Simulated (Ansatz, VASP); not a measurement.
# BiTe: VASP beside Ansatz

INCAR

```
ALGO     = Normal         # electronic algorithm
EDIFF    = 1E-6           # SCF threshold, eV
ENCUT    = 520            # plane-wave cutoff, eV
GGA      = PE             # functional
ISIF     = 2              # what is computed and relaxed
ISMEAR   = -1             # smearing method
LASPH    = T              # aspherical terms in the spheres
LCHARG   = F              # write CHGCAR
LREAL    = F              # projectors in reciprocal space
LWAVE    = F              # write WAVECAR
NBANDS   = 18             # bands
NELM     = 60             # most SCF steps
PREC     = Accurate       # precision mode
SIGMA    = 0.03           # smearing width, eV
```

File KPOINTS:

```
k-points
0
Gamma
  10 10 10
```

File POSCAR:

```
BiTe
1.0
    0.0000000000      3.2984474805      3.2984474805
    3.2984474805      0.0000000000      3.2984474805
    3.2984474805      3.2984474805      0.0000000000
Bi Te
1 1
Direct
    0.0000000000      0.0000000000      0.0000000000
    0.5000000000      0.5000000000      0.5000000000
```

Input for Ansatz:

```yaml
crystal:
  lattice:
    - [0.0, 3.2984474805, 3.2984474805]
    - [3.2984474805, 0.0, 3.2984474805]
    - [3.2984474805, 3.2984474805, 0.0]
  atoms:
    - { symbol: Bi, position: [0.0, 0.0, 0.0] }
    - { symbol: Te, position: [0.5, 0.5, 0.5] }
kpoints:
  mp_grid: { grid: [10, 10, 10] }
scf:
  occupations: { method: fermi_dirac, width: 0.03 }
hamiltonian:
  xc: pbe
  pseudopotentials: { kind: all_electron, lapw: { basis_error: 0.00025 } }
output:
  forces: true
  stress: true
  eigenvalues: true
```

Change from the starting cell: volume scaled by 1.06.

Alike in both runs: task single point; functional PBE; k mesh 10 × 10 × 10; occupations fermi-dirac, width 0.03 eV; no spin polarisation.

|  | VASP | Ansatz |
| --- | --- | --- |
| version | VASP 6.6.1 | Ansatz 0.2.0 |
| potentials or method | VASP PAW PBE potentials, release 64 (Bi_d, Te) | all-electron LAPW, scalar-relativistic |
| plane-wave cutoff (eV) | 520 | see its input |

|  | VASP | Ansatz | Ansatz less VASP |
| --- | --- | --- | --- |
| pressure (GPa) | -1.9 | -1.8 | +0.07 |

Ansatz ran all-electron here, so the differences hold the error of VASP's frozen core and of both bases.

Caveats: spin-orbit coupling is left out, which moves the levels of the heavy elements.
